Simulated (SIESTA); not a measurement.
MnO under changes of volume

One of the cells (11.219 Å³/atom); the others are scaled copies at fixed shape and fractional positions:

```xyz
2
Lattice="0.0000 2.2386 2.2386 2.2386 0.0000 2.2386 2.2386 2.2386 0.0000" Properties=species:S:1:pos:R:3 pbc="T T T"
Mn    0.0000    0.0000    0.0000
O     2.2386    2.2386    2.2386
```

The cell is a database's computed one.

| Property | Result |
| --- | --- |
| Program | SIESTA 5.4.2 |
| Functional | PBE |
| Potentials or basis | PseudoDojo 0.4 standard (PBE files) |
| Basis | DZP (energy shift 0.002 Ry) |
| Grid cutoff | 800 Ry |
| Energy shift | 0.002 Ry |
| k mesh | 10 × 10 × 10 |
| Occupations | fermi-dirac, width 0.05 eV |
| Spin | collinear spin, ferromagnetic start |
| Starting moments | [4.0, 0.0] μB |

| volume (Å³/atom) | energy over the lowest point (meV/atom) | pressure (GPa) | moment (μB per cell) |
| --- | --- | --- | --- |
| 10.339 | 26.30 | 9.9 | 4.68 |
| 10.559 | 13.57 | 7.7 | 4.77 |
| 10.779 | ? | ? | ? |
| 11.219 | 0.00 | -0.7 | 4.87 |
| 11.439 | 2.14 | -2.9 | 4.91 |
| 11.659 | 7.38 | -4.9 | 4.94 |

Question: What does the run at 10.779 Å³/atom give?

Answer: Energy over the lowest point 4.73 meV/atom; pressure 4.4 GPa; moment 4.80 μB per cell.

Worked out: A Birch-Murnaghan fit of order 3 (a polynomial in V^(-2/3)) to the other rows has its minimum at 11.17 Å³/atom with B0 = V·E''(V) = 120 GPa and B' = 4.3. It gives 5.25 meV/atom at 10.779 Å³/atom, against the run's 4.73, and -dE/dV = 4.6 GPa, against 4.4. A parabola through the other rows of the moment, of slope 0.215 μB per Å³/atom there, gives 4.80 μB, against the run's 4.80.

Energies are extrapolated to zero smearing.

Caveats: semicore shells carry a single zeta, which can move pressures by several GPa and volumes by a few percent; the basis of atomic orbitals isn't converged, which shifts pressures, moduli and gaps; a cell with one magnetic atom can't hold antiferromagnetic order, which such compounds often take.
